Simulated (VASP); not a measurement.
CdSe (Cadmoselite): single point with r2SCAN

**The experiment to reproduce.**

A printed reference work, data compilation reports, for a bulk crystal of CdSe at 2 K: band gap 1.841 eV.

Crystal: CdSe (Cadmoselite).

```
CELL_PARAMETERS angstrom
4.34023 0.00000 0.00000
-2.17011 3.75875 0.00000
0.00000 0.00000 7.07715
ATOMIC_POSITIONS crystal
Cd 0.66667 0.33333 0.50453
Cd 0.33333 0.66667 0.00453
Se 0.66667 0.33333 0.88047
Se 0.33333 0.66667 0.38047
```

* Program: VASP 6.6.1
* Task: single point
* Functional: r2SCAN
* Potentials or basis: VASP PAW PBE potentials, release 64 (Cd, Se)
* Cutoff: 520 eV
* k mesh: 7 × 7 × 4
* Occupations: fermi-dirac, width 0.05 eV
* Spin: no spin polarisation

```
Pressure               : 0.2 GPa
Band gap on the k mesh : 1.09 eV, direct
```

Levels at points of the mesh, in eV from the valence-band top:
| k point | band 16 | band 17 | band 18 | band 19 | band 20 | band 21 |
| --- | --- | --- | --- | --- | --- | --- |
| (0.00, 0.00, 0.00) | -0.04 | 0.00 | 0.00 | 1.09 | 2.64 | 6.38 |
| (0.00, 0.00, 0.50) | -0.38 | -0.38 | -0.38 | 2.78 | 2.78 | 6.27 |

It took 96 s on 1 thread of Intel(R) Xeon(R) 6975P-C (Granite Rapids) (shared host), peak memory 0.27 GiB.

A measured gap of CdSe is 1.841 eV (2 K; a printed reference work, data compilation); the calculated 1.09 eV misses it by -0.75 eV. Spin-orbit coupling on Cd, Se is left out. The value is that of r2SCAN, without temperature or zero-point motion.

Caveat: the PAW data sets were made with another functional, which shifts forces and pressure a little.
